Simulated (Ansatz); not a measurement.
# Cu12O: the cost of one run

Computed with Ansatz 0.2.0 (DFT PBE, scalar-relativistic, plane waves, PAW, unless a step's input says otherwise).

3 further runs of the same task are left out: 1 that didn't finish, 2 set aside as unsound or not needed.

### Step 1. The structure to begin with

It takes space group Fm-3m (No. 225, cubic). The conventional cell has a = 3.615 Å, b = 3.615 Å, c = 3.615 Å, α = 90.00°, β = 90.00°, γ = 90.00°. Around Cu (site symmetry m-3m) lie 12 Cu at 2.56 Å.

Structure file:

```
CELL_PARAMETERS angstrom
0.00000 1.80750 1.80750
1.80750 0.00000 1.80750
1.80750 1.80750 0.00000
ATOMIC_POSITIONS crystal
Cu 0.00000 0.00000 0.00000
```

The structure comes from the Crystallography Open Database.

### Step 6. Setting up the map

Atoms count from 1 in the order of the input.

O is moved over the surface cell; relaxed at each place: the height of the adsorbate's atoms; substrate rigid; the origin of the map has the adsorbate above Cu9.

- position of O13 along the first surface vector, from above Cu9: 6 values from 0.000 to 0.833, periodic
- position of O13 along the second surface vector, from above Cu9: 6 values from 0.000 to 0.833, periodic

Relaxed at each point: the height of the adsorbate's atoms; substrate rigid. Points are written as (first, second).

The two vectors of the plane (Å): (2.566, 0.000, 0.000); (-1.283, 2.222, 0.000).

(The set-up runs are not shown.)

### Step 7. Grid point (0/6, 0/6) of the map's two axes

File input.yaml:

```yaml
crystal:
  lattice:
    - [5.1319544695, 0.0, 0.0]
    - [-2.5659772347, 4.4444029416, 0.0]
    - [0.0, 0.0, 19.6215699228]
  atoms:
    - { symbol: Cu, position: [0.3333333333, 0.1666666667, 0.2038572864] }
    - { symbol: Cu, position: [0.3333333333, 0.6666666667, 0.2038572864] }
    - { symbol: Cu, position: [0.8333333333, 0.1666666667, 0.2038572864] }
    - { symbol: Cu, position: [0.8333333333, 0.6666666667, 0.2038572864] }
    - { symbol: Cu, position: [0.1666666667, 0.3333333333, 0.3088787979] }
    - { symbol: Cu, position: [0.1666666667, 0.8333333333, 0.3088787979] }
    - { symbol: Cu, position: [0.6666666667, 0.3333333333, 0.3088787979] }
    - { symbol: Cu, position: [0.6666666667, 0.8333333333, 0.3088787979] }
    - { symbol: Cu, position: [0.0, 0.0, 0.4139103015] }
    - { symbol: Cu, position: [0.0, 0.5, 0.4139103015] }
    - { symbol: Cu, position: [0.5, 0.0, 0.4139103015] }
    - { symbol: Cu, position: [0.5, 0.5, 0.4139103015] }
    - { symbol: O, position: [0.0, 0.0, 0.5148196583] }
basis:
  ecutwfc: 420
kpoints:
  mp_grid: { grid: [6, 6, 1] }
hamiltonian:
  xc: pbe
  pseudopotentials: { kind: paw, azcp: { folder: soft_1 } }
scf:
  occupations: { method: gaussian, width: 0.1 }
output:
  forces: true
  eigenvalues: true
relax:
  adjacent_minimum: "off"
  f_tol: 0.025
  max_steps: 16
  constraints:
    - { sites: [0, 1, 2, 3, 4, 5, 6, 7, 8, 9, 10, 11] }
    - { sites: [12], fix: xy }
efield:
  axis: 3
  dipole_correction: true
  ramp_width: 0.04
```

Command:

```
ansatz run input.yaml --threads 4 --pin off --max-ram 12288MiB --backend cpu --events-out ev --progress --plain --runs-dir out
```

Q: Estimate wall time and peak memory on 4 threads of Intel Xeon 6975P-C (Granite Rapids), shared host.

About 41 s, with a peak of 1.6 GiB.
